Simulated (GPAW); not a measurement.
Wanted: an ASE script for a GPAW 26.7.0 run.

- Task: single point
- Functional: PBEsol
- Potentials or basis: PAW data sets generated in the run's folder for this functional
- Cutoff: 600 eV
- Basis: pw
- k mesh: 7 × 7 × 7
- Occupations: fermi-dirac, width 0.05 eV
- Spin: collinear spin, ferromagnetic start
- Starting moments: [0.0, 4.5, 4.5, 4.5] μB
- Maxiter: 150

Fe3Ge:

```
Ge Fe
1.0
     3.66050    0.00000    0.00000
     0.00000    3.66050    0.00000
     0.00000    0.00000    3.66050
Ge Fe
1 3
Cartesian
  0.0000 0.0000 0.0000
  1.8303 0.0000 1.8303
  1.8303 1.8303 0.0000
  0.0000 1.8303 1.8303
```

The cell comes from a database or a generator and needn't be the stable form of this composition.

These files were run (other wordings do the same):

run.py

```python
from ase import Atoms
from ase.dft.bandgap import bandgap
from ase.io import write
from ase.units import GPa
from gpaw import GPAW, PW, setup_paths

setup_paths.insert(0, '.')

atoms = Atoms(['Ge', 'Fe', 'Fe', 'Fe'],
              cell=[[3.66050052, 0.0, 0.0],
                    [0.0, 3.66050052, 0.0],
                    [0.0, 0.0, 3.66050052]],
              scaled_positions=[[0.0, 0.0, 0.0],
                                [0.5, 0.0, 0.5],
                                [0.5, 0.5, 0.0],
                                [0.0, 0.5, 0.5]],
              pbc=True)
atoms.set_initial_magnetic_moments([0.0, 4.5, 4.5, 4.5])

calc = GPAW(mode=PW(600),
            xc='PBEsol',
            kpts={'size': (7, 7, 7), 'gamma': True},
            occupations={'name': 'fermi-dirac', 'width': 0.05},
            nbands=30,
            convergence={'density': 1e-05, 'energy': 1e-05},
            maxiter=150,
            txt='gpaw.txt')
atoms.calc = calc
energy = atoms.get_potential_energy()
forces = atoms.get_forces()
stress = atoms.get_stress()
calc.write('gs.gpw')
write('result.traj', atoms)
print(f'Energy: {energy:.6f} eV')
print('Forces (eV/A):')
print(forces.round(4))
print('Stress (GPa):', (stress / GPa).round(3))
print('Moments:', calc.get_magnetic_moments().round(3))
print('Fermi level:', round(calc.get_fermi_level(), 4), 'eV')
print(f'Gap: {bandgap(calc)[0]:.4f} eV, direct: {bandgap(calc, direct=True)[0]:.4f} eV')
```

Potentials or basis: PAW data sets generated in the run's folder for this functional, pw.

The run is started by

```console
$ gpaw-setup -f PBEsol Fe Ge
$ OMP_NUM_THREADS=1 python run.py
```

It gave:

```
Pressure               : -9.9 GPa
Band gap on the k mesh : none (metal or under the smearing width)
Net moment             : 6.40 μB per cell
Site moments           : Ge -0.08; Fe +2.16 μB
```

It took 56 s on 1 thread of Arm Neoverse V1, with other jobs on the host, peak memory 0.18 GiB.
